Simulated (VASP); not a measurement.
Calculation: PBE GGA, VASP's PBE PAW potentials (set 64) (plane waves; VASP 6.6.1).

A VASP calculation is set up with these files.

### INCAR
```
ALGO  =  Normal
EDIFF  =  1E-8
ENCUT  =  280
GGA  =  PE
IBRION  =  8
ISIF  =  2
ISMEAR  =  0
LASPH  =  .True.
LCHARG  =  .False.
LEPSILON  =  .True.
LMAXMIX  =  4
LREAL  =  .False.
LWAVE  =  .False.
NELM  =  100
NSW  =  1
PREC  =  Accurate
SIGMA  =  0.05
SYSTEM  =  BaSnO3
```

**KPOINTS**
```
Automatic mesh
0
Gamma
5 5 5
0 0 0
```

### POSCAR
```
BaSnO3
4.2462280
  1.0000000000   0.0000000000   0.0000000000
  0.0000000000   1.0000000000   0.0000000000
  0.0000000000   0.0000000000   1.0000000000
Ba Sn O
1 1 3
Direct
  0.5000000000   0.5000000000   0.5000000000
  0.0000000000   0.0000000000   0.0000000000
  0.0000000000   0.5000000000   0.0000000000
  0.5000000000   0.0000000000   0.0000000000
  0.0000000000   0.0000000000   0.5000000000
```

POTCAR, in this order: Ba_sv Sn_d O (PBE.64 set). Program: vasp_std.

The run wrote:

### OSZICAR
```
...
RMM: 100    -0.203894054856E+00    0.19320E-09   -0.82002E-07  2349   0.874E-04    0.176E-06
 Linear response progress:
  Degree of freedom:   2/  4
       N       E                     dE             d eps       ncg     rms          rms(c)
RMM:   1    -0.208385381521E+00   -0.20839E+00    0.17515E+00  1162   0.155E+01
RMM:   2    -0.214097290694E+00   -0.57119E-02   -0.17736E-02  1508   0.817E-01    0.113E-01
RMM:   3    -0.213685465073E+00    0.41183E-03   -0.11720E-03  1697   0.190E-01    0.621E-02
RMM:   4    -0.213196896901E+00    0.48857E-03   -0.17793E-04  1704   0.804E-02    0.272E-02
RMM:   5    -0.213087081417E+00    0.10982E-03   -0.23436E-05  1884   0.272E-02    0.979E-03
RMM:   6    -0.213077956807E+00    0.91246E-05   -0.43480E-06  1864   0.963E-03    0.150E-03
RMM:   7    -0.213085561214E+00   -0.76044E-05   -0.15639E-06  1981   0.412E-03    0.474E-04
RMM:   8    -0.213089572869E+00   -0.40117E-05   -0.89574E-07  1988   0.221E-03    0.235E-04
RMM:   9    -0.213090151658E+00   -0.57879E-06   -0.94925E-07  2047   0.151E-03    0.596E-05
RMM:  10    -0.213089908816E+00    0.24284E-06   -0.11036E-06  2080   0.119E-03    0.282E-05
RMM:  11    -0.213089827241E+00    0.81576E-07   -0.49385E-07  2114   0.101E-03    0.166E-05
RMM:  12    -0.213089730492E+00    0.96749E-07   -0.36994E-07  2136   0.904E-04    0.907E-06
RMM:  13    -0.213089723506E+00    0.69858E-08   -0.22623E-07  2151   0.835E-04    0.715E-06
RMM:  14    -0.213089729258E+00   -0.57518E-08   -0.16397E-07  2199   0.788E-04    0.348E-06
RMM:  15    -0.213089742992E+00   -0.13734E-07   -0.17899E-07  2201   0.756E-04    0.380E-06
RMM:  16    -0.213089749741E+00   -0.67486E-08   -0.14459E-07  2224   0.731E-04    0.217E-06
RMM:  17    -0.213089750714E+00   -0.97286E-09   -0.11374E-07  2245   0.712E-04    0.320E-06
RMM:  18    -0.213089749156E+00    0.15576E-08   -0.10971E-07  2253   0.697E-04    0.404E-06
RMM:  19    -0.213089745847E+00    0.33091E-08   -0.13259E-07  2265   0.686E-04    0.497E-06
RMM:  20    -0.213089745903E+00   -0.55623E-10   -0.10717E-07  2265   0.677E-04    0.558E-06
RMM:  21    -0.213089746592E+00   -0.68894E-09   -0.79912E-08  2291   0.670E-04    0.588E-06
 Linear response progress:
  Degree of freedom:   3/  4
       N       E                     dE             d eps       ncg     rms          rms(c)
RMM:   1    -0.365507034028E+00   -0.36551E+00    0.30910E-01  2648   0.258E+00
RMM:   2    -0.365755594966E+00   -0.24856E-03   -0.11937E-02  2439   0.443E-01    0.226E-01
RMM:   3    -0.367531120061E+00   -0.17755E-02   -0.12175E-03  2520   0.166E-01    0.124E-01
RMM:   4    -0.370129734860E+00   -0.25986E-02   -0.63065E-04  2449   0.139E-01    0.106E-02
RMM:   5    -0.370215697531E+00   -0.85963E-04   -0.98208E-05  2744   0.360E-02    0.282E-03
RMM:   6    -0.370203009127E+00    0.12688E-04   -0.15757E-05  2949   0.141E-02    0.146E-03
RMM:   7    -0.370214945904E+00   -0.11937E-04   -0.57781E-06  2983   0.585E-03    0.104E-03
RMM:   8    -0.370211116896E+00    0.38290E-05   -0.56692E-06  2889   0.376E-03    0.191E-04
RMM:   9    -0.370210547285E+00    0.56961E-06   -0.44757E-06  3053   0.236E-03    0.943E-05
RMM:  10    -0.370210540908E+00    0.63776E-08   -0.30785E-06  3131   0.190E-03    0.758E-05
RMM:  11    -0.370211001881E+00   -0.46097E-06   -0.20988E-06  3060   0.175E-03    0.347E-05
RMM:  12    -0.370210619885E+00    0.38200E-06   -0.29427E-06  3136   0.164E-03    0.238E-05
RMM:  13    -0.370210698994E+00   -0.79109E-07   -0.24957E-06  3182   0.159E-03    0.142E-05
RMM:  14    -0.370210700817E+00   -0.18235E-08   -0.30689E-06  3212   0.157E-03    0.159E-05
RMM:  15    -0.370210745669E+00   -0.44851E-07   -0.26868E-06  3206   0.155E-03    0.128E-05
RMM:  16    -0.370210788514E+00   -0.42845E-07   -0.34536E-06  3226   0.154E-03    0.846E-06
RMM:  17    -0.370210785917E+00    0.25970E-08   -0.27798E-06  3198   0.154E-03    0.126E-05
RMM:  18    -0.370210799127E+00   -0.13210E-07   -0.33871E-06  3179   0.154E-03    0.744E-06
RMM:  19    -0.370210796508E+00    0.26189E-08   -0.27995E-06  3208   0.154E-03    0.123E-05
RMM:  20    -0.370210799467E+00   -0.29588E-08   -0.37535E-06  3203   0.154E-03    0.749E-06
RMM:  21    -0.370210795201E+00    0.42662E-08   -0.27668E-06  3210   0.154E-03    0.116E-05
RMM:  22    -0.370210797522E+00   -0.23211E-08   -0.29195E-06  3227   0.154E-03    0.717E-06
RMM:  23    -0.370210794455E+00    0.30667E-08   -0.27072E-06  3240   0.154E-03    0.110E-05
RMM:  24    -0.370210793524E+00    0.93154E-09   -0.27622E-06  3269   0.154E-03    0.703E-06
RMM:  25    -0.370210794044E+00   -0.52010E-09   -0.31334E-06  3279   0.154E-03    0.105E-05
RMM:  26    -0.370210791298E+00    0.27457E-08   -0.26259E-06  3303   0.154E-03    0.686E-06
RMM:  27    -0.370210790607E+00    0.69092E-09   -0.27246E-06  3321   0.153E-03    0.989E-06
RMM:  28    -0.370210789493E+00    0.11143E-08   -0.29787E-06  3323   0.154E-03    0.665E-06
RMM:  29    -0.370210790534E+00   -0.10414E-08   -0.25496E-06  3345   0.153E-03    0.964E-06
RMM:  30    -0.370210789598E+00    0.93626E-09   -0.29745E-06  3354   0.154E-03    0.663E-06
RMM:  31    -0.370210787946E+00    0.16520E-08   -0.26473E-06  3376   0.154E-03    0.919E-06
RMM:  32    -0.370210787813E+00    0.13291E-09   -0.30907E-06  3380   0.154E-03    0.646E-06
RMM:  33    -0.370210786813E+00    0.10006E-08   -0.29138E-06  3396   0.153E-03    0.886E-06
RMM:  34    -0.370210785706E+00    0.11065E-08   -0.29237E-06  3419   0.154E-03    0.652E-06
RMM:  35    -0.370210785931E+00   -0.22483E-09   -0.29259E-06  3427   0.153E-03    0.851E-06
RMM:  36    -0.370210783872E+00    0.20595E-08   -0.25638E-06  3423   0.154E-03    0.651E-06
RMM:  37    -0.370210782351E+00    0.15206E-08   -0.30194E-06  3441   0.153E-03    0.824E-06
RMM:  38    -0.370210782341E+00    0.10150E-10   -0.25383E-06  3441   0.154E-03    0.639E-06
RMM:  39    -0.370210782957E+00   -0.61645E-09   -0.31318E-06  3464   0.153E-03    0.799E-06
RMM:  40    -0.370210778146E+00    0.48115E-08   -0.26803E-06  3472   0.154E-03    0.651E-06
RMM:  41    -0.370210778791E+00   -0.64537E-09   -0.33946E-06  3487   0.153E-03    0.766E-06
 Linear response progress:
  Degree of freedom:   4/  4
       N       E                     dE             d eps       ncg     rms          rms(c)
RMM:   1    -0.364367519608E+00   -0.36437E+00    0.43260E-01  1769   0.287E+00
RMM:   2    -0.362557745373E+00    0.18098E-02   -0.11809E-02  1603   0.583E-01    0.209E-01
RMM:   3    -0.364483826596E+00   -0.19261E-02   -0.16236E-03  1662   0.218E-01    0.110E-01
RMM:   4    -0.366501833456E+00   -0.20180E-02   -0.79684E-04  1681   0.150E-01    0.298E-02
RMM:   5    -0.366830662271E+00   -0.32883E-03   -0.38024E-05  1644   0.359E-02    0.246E-03
RMM:   6    -0.366820653400E+00    0.10009E-04   -0.51462E-06  1851   0.946E-03    0.132E-03
RMM:   7    -0.366824452365E+00   -0.37990E-05   -0.14159E-06  1933   0.347E-03    0.625E-04
RMM:   8    -0.366828237904E+00   -0.37855E-05   -0.55791E-07  1988   0.189E-03    0.288E-04
RMM:   9    -0.366827494604E+00    0.74330E-06   -0.25084E-06  1986   0.139E-03    0.140E-04
RMM:  10    -0.366827456245E+00    0.38359E-07   -0.13637E-06  2002   0.123E-03    0.279E-05
RMM:  11    -0.366827557490E+00   -0.10124E-06   -0.57134E-07  2076   0.114E-03    0.298E-05
RMM:  12    -0.366827460272E+00    0.97217E-07   -0.20882E-06  2068   0.111E-03    0.155E-05
RMM:  13    -0.366827449983E+00    0.10289E-07   -0.80913E-07  2119   0.110E-03    0.152E-05
RMM:  14    -0.366827472103E+00   -0.22120E-07   -0.45031E-07  2138   0.109E-03    0.105E-05
RMM:  15    -0.366827479293E+00   -0.71903E-08   -0.98695E-07  2131   0.109E-03    0.116E-05
RMM:  16    -0.366827479636E+00   -0.34212E-09   -0.98724E-07  2130   0.109E-03    0.957E-06
RMM:  17    -0.366827481809E+00   -0.21737E-08   -0.16430E-06  2117   0.109E-03    0.103E-05
 Linear response finished
```

**OUTCAR**
```
------------------------ aborting loop because EDIFF is reached ----------------------------------------

 HEAD OF MICROSCOPIC STATIC DIELECTRIC TENSOR (INDEPENDENT PARTICLE, excluding Hartree and local field effects)
 ------------------------------------------------------
          24.255419     0.000000    -0.000000
           0.000000    24.255419    -0.000000
           0.000000     0.000000    24.255419
 ------------------------------------------------------

 MACROSCOPIC STATIC DIELECTRIC TENSOR (including local field effects in DFT)
 ------------------------------------------------------
          24.196237    -0.000000     0.000000
          -0.000000    24.196237    -0.000000
          -0.000000    -0.000000    24.196237
 ------------------------------------------------------

 PIEZOELECTRIC TENSOR (including local field effects)  for field in x, y, z        (e  Angst)
          XX          YY          ZZ          XY          YZ          ZX
  --------------------------------------------------------------------------------
  x     0.00000     0.00000     0.00000     0.00000     0.00000     0.00000
  y     0.00000     0.00000     0.00000     0.00000     0.00000     0.00000
  z     0.00000     0.00000     0.00000     0.00000     0.00000     0.00000

 PIEZOELECTRIC TENSOR (including local field effects)  for field in x, y, z        (C/m^2)
          XX          YY          ZZ          XY          YZ          ZX
  --------------------------------------------------------------------------------
  x     0.00000     0.00000     0.00000     0.00000     0.00000     0.00000
  y     0.00000     0.00000     0.00000     0.00000     0.00000     0.00000
  z     0.00000     0.00000     0.00000     0.00000     0.00000     0.00000

 BORN EFFECTIVE CHARGES (including local field effects) (in |e|, cummulative output)
 ---------------------------------------------------------------------------------
 ion    1
    1     2.53451    -0.00000    -0.00000
    2    -0.00000     2.53451    -0.00000
    3    -0.00000    -0.00000     2.53451
 ion    2
    1     4.35689     0.00000     0.00000
    2    -0.00000     4.35689    -0.00000
    3     0.00000    -0.00000     4.35689
 ion    3
    1    -1.83232    -0.00000    -0.00000
    2    -0.00000    -3.22678    -0.00000
    3     0.00000     0.00000    -1.83232
 ion    4
    1    -3.22678    -0.00000     0.00000
    2     0.00000    -1.83232    -0.00000
    3    -0.00000     0.00000    -1.83232
 ion    5
    1    -1.83232     0.00000    -0.00000
    2     0.00000    -1.83232    -0.00000
    3     0.00000    -0.00000    -3.22678

   1 f  =   13.881094 THz    87.217486 2PiTHz  463.023458 cm-1    57.407566 meV
             X         Y         Z           dx          dy          dz
      2.123114  2.123114  2.123114    -0.000000    0.000000   -0.016996
      0.000000  0.000000  0.000000    -0.000000    0.000000   -0.227484
      0.000000  2.123114  0.000000    -0.000000   -0.000000   -0.142424
      2.123114  0.000000  0.000000     0.000000    0.000000   -0.142424
      0.000000  0.000000  2.123114    -0.000000    0.000000    0.952572

   2 f  =   13.881094 THz    87.217486 2PiTHz  463.023458 cm-1    57.407566 meV
             X         Y         Z           dx          dy          dz
      2.123114  2.123114  2.123114     0.016996    0.000049   -0.000000
      0.000000  0.000000  0.000000     0.227483    0.000652   -0.000000
      0.000000  2.123114  0.000000     0.142423   -0.002730    0.000000
      2.123114  0.000000  0.000000    -0.952568    0.000408   -0.000000
      0.000000  0.000000  2.123114     0.142423    0.000408    0.000000

   3 f  =   13.881094 THz    87.217486 2PiTHz  463.023458 cm-1    57.407566 meV
             X         Y         Z           dx          dy          dz
      2.123114  2.123114  2.123114     0.000049   -0.016996    0.000000
      0.000000  0.000000  0.000000     0.000652   -0.227483    0.000000
      0.000000  2.123114  0.000000     0.000408    0.952568    0.000000
      2.123114  0.000000  0.000000    -0.002730   -0.142423    0.000000
      0.000000  0.000000  2.123114     0.000408   -0.142423    0.000000

   4 f  =    5.660813 THz    35.567936 2PiTHz  188.824391 cm-1    23.411230 meV
             X         Y         Z           dx          dy          dz
      2.123114  2.123114  2.123114     0.000334   -0.003918    0.177550
      0.000000  0.000000  0.000000    -0.001139    0.013351   -0.604942
      0.000000  2.123114  0.000000     0.001032   -0.000501    0.548414
      2.123114  0.000000  0.000000     0.000043   -0.012103    0.548414
      0.000000  0.000000  2.123114     0.001032   -0.012103    0.022694

   5 f  =    5.660813 THz    35.567936 2PiTHz  188.824391 cm-1    23.411230 meV
             X         Y         Z           dx          dy          dz
      2.123114  2.123114  2.123114    -0.174017    0.035446    0.001110
      0.000000  0.000000  0.000000     0.592904   -0.120770   -0.003781
      0.000000  2.123114  0.000000    -0.537500    0.004531    0.003428
      2.123114  0.000000  0.000000    -0.022242    0.109485    0.003428
      0.000000  0.000000  2.123114    -0.537500    0.109485    0.000142

   6 f  =    5.660813 THz    35.567936 2PiTHz  188.824391 cm-1    23.411230 meV
             X         Y         Z           dx          dy          dz
      2.123114  2.123114  2.123114    -0.035462   -0.173976   -0.003773
      0.000000  0.000000  0.000000     0.120824    0.592766    0.012854
      0.000000  2.123114  0.000000    -0.109534   -0.022237   -0.011653
      2.123114  0.000000  0.000000    -0.004533   -0.537375   -0.011653
      0.000000  0.000000  2.123114    -0.109534   -0.537375   -0.000482

   7 f  =    4.349416 THz    27.328188 2PiTHz  145.080907 cm-1    17.987732 meV
             X         Y         Z           dx          dy          dz
      2.123114  2.123114  2.123114    -0.000000    0.000000    0.000000
      0.000000  0.000000  0.000000    -0.000000   -0.000000   -0.000000
      0.000000  2.123114  0.000000     0.706245   -0.000000   -0.026680
      2.123114  0.000000  0.000000    -0.000000    0.022496    0.026680
      0.000000  0.000000  2.123114    -0.706245   -0.022496   -0.000000

   8 f  =    4.349416 THz    27.328188 2PiTHz  145.080907 cm-1    17.987732 meV
...
```
(Selected blocks of OUTCAR.)

The dielectric response may not be converged in the k-mesh; for small gaps it tends to come out too large.

The structure comes from a computed database's BaSnO3 entry; how it stands against other phases isn't given here. The cell was not relaxed at this level. The run is one of a series of settings (EDIFF = 1E-8, ENCUT = 280, IBRION = 8, LEPSILON = .TRUE., NSW = 1 against the base run), some of them coarse on purpose.
